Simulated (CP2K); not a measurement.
Runs of CP2K 2026.2 on GaSb. Symmetry: F-43m, No. 216, cubic system. The conventional cell has a = 6.118 Å, b = 6.118 Å, c = 6.118 Å, α = 90.00°, β = 90.00°, γ = 90.00°. Sb (site symmetry -43m) has 4 Ga at 2.65 Å as nearest neighbours. Ga (site symmetry -43m) is surrounded by 4 Sb at 2.65 Å. 

| task | level | potentials or basis | smearing | NGRIDS | points a segment of the path (NPOINTS) | bands added on the path | CUTOFF of the grids | gap on the mesh (eV) | pressure (GPa) |
| --- | --- | --- | --- | --- | --- | --- | --- | --- | --- |
| band structure | M06-L | POTENTIAL_UZH Sb GTH-PBE-q5, Ga GTH-PBE-q13; TZVP-MOLOPT-PBE-GTH basis | fermi-dirac 0.05 eV | 4 | 8 | 6 | 675 Ry | 0.39 | 3.2 |
| band structure | BLYP | POTENTIAL_UZH Sb GTH-PBE-q5, Ga GTH-PBE-q13; TZVP-MOLOPT-PBE-GTH basis | fermi-dirac 0.05 eV | 4 | 8 | 6 | 675 Ry | none | 5.6 |
| band structure | RPBE | POTENTIAL_UZH Sb GTH-PBE-q5, Ga GTH-PBE-q13; TZVP-MOLOPT-PBE-GTH basis | fermi-dirac 0.05 eV | 4 | 8 | 6 | 675 Ry | 0.16 | (b) |
| band structure | LDA | POTENTIAL_UZH Sb GTH-PBE-q5, Ga GTH-PBE-q13; TZVP-MOLOPT-PBE-GTH basis | fermi-dirac 0.05 eV | 4 | 8 | 6 | 675 Ry | none | (a) |
| band structure | PBEsol | POTENTIAL_UZH Sb GTH-PBE-q5, Ga GTH-PBE-q13; TZVP-MOLOPT-PBE-GTH basis | fermi-dirac 0.05 eV | 4 | 8 | 6 | 675 Ry | none | 1.3 |

Alike in all rows: no spin polarisation; cell as given; k mesh 8 × 8 × 8.

Task: Estimate the missing entries.

Result: (a) 0.6; (b) 4.0.

Caveats: the potentials were made for another functional, which shifts forces and pressure; spin-orbit coupling is left out, which moves the levels of the heavy elements; the basis of atomic orbitals isn't converged, which shifts pressures, moduli and gaps.

A k mesh can miss the band edges, and the runs leave out spin-orbit coupling on Ga, Sb.

A gap of «none» marks a metal or a gap under the smearing width.

Runs at the PBE level aren't shown here.
